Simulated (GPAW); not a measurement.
Ta:

```
CELL_PARAMETERS angstrom
2.90037 0.00000 0.00000
-1.45019 2.51180 0.00000
0.00000 0.00000 5.16627
ATOMIC_POSITIONS crystal
Ta 0.33333 0.66667 0.25000
Ta 0.66667 0.33333 0.75000
```

This isn't the form of Ta at room conditions, which is bcc.

```yaml
Program: GPAW 26.7.0
Task: single point
Functional: PBE
Potentials_or_basis: GPAW PAW data sets (gpaw-data 1.2.1)
Cutoff: 600 eV
Basis: pw
k_mesh: 11 × 11 × 5
Occupations: fermi-dirac, width 0.05 eV
Spin: no spin polarisation
```

On this cell: pressure -0.8 GPa; largest force under 0.003 eV/Å; band gap on the k mesh none (metal or under the smearing width).

The same run follows on a disturbed copy (atoms moved at random, drawn with an rms of 0.05 Å):

```xyz
2
Lattice="2.9004 0.0000 0.0000 -1.4502 2.5118 0.0000 0.0000 0.0000 5.1663" Properties=species:S:1:pos:R:3 pbc="T T T"
Ta   -0.0172    1.6891    1.2547
Ta    1.4505    0.8163    3.9226
```

Problem. What changes?

Solution. The energy (extrapolated to zero smearing) moves by +19.4 meV/atom; pressure -0.2 GPa; largest force 0.949 eV/Å; band gap on the k mesh none (metal or under the smearing width).

Forces in eV/Å, atoms in the order of the input:
```
Ta  -0.022  0.039  0.948
Ta   0.022 -0.039 -0.948
```

Stress tensor (GPa, compression positive):
```
-1.32  0.31 -0.06
 0.31  0.13  0.13
-0.06  0.13  0.51
```
